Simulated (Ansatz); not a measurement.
The system is W.

```
W
1.0
    -1.58234    1.58234    1.58234
     1.58234   -1.58234    1.58234
     1.58234    1.58234   -1.58234
W
1
Direct
  0.00000 0.00000 0.00000
```

```yaml
Program: Ansatz 0.2.0
Task: relaxation of cell and atoms
Functional: PBEsol
Dispersion: D4
Potentials_or_basis: Ansatz PAW
Cutoff: "420 eV (not typed: the program's choice for these potentials)"
k_mesh: 12 × 12 × 12
Occupations: fermi-dirac, width 0.05 eV
Spin: no spin polarisation
```

At the start: volume 15.85 Å³/atom.

Problem. Where does the relaxation end?

Solution. It ends after 4 steps and the volume is 15.50 Å³/atom (-2.2 %); space group Im-3m (No. 229, to 0.05 Å).

Step by step:
```csv
step,energy change (eV),largest force (eV/Å),volume (Å³)
1,0.0000,0.0000,15.85
2,-0.0076,0.0000,15.53
3,-0.0077,0.0000,15.50
4,-0.0075,0.0000,15.50
```

Final structure:
```
W
1.0
    -1.57077    1.57077    1.57077
     1.57077   -1.57077    1.57077
     1.57077    1.57077   -1.57077
W
1
Direct
  0.00000 0.00000 0.00000
```

Caveat: the plane-wave basis is chosen anew once the cell has moved, so the energies of steps on either side of that aren't comparable; pairwise dispersion overbinds metals, which lowers pressure and volume; the PAW data sets come from PBE, with cores solved anew for the run's functional, which leaves a small shift of forces and pressure.
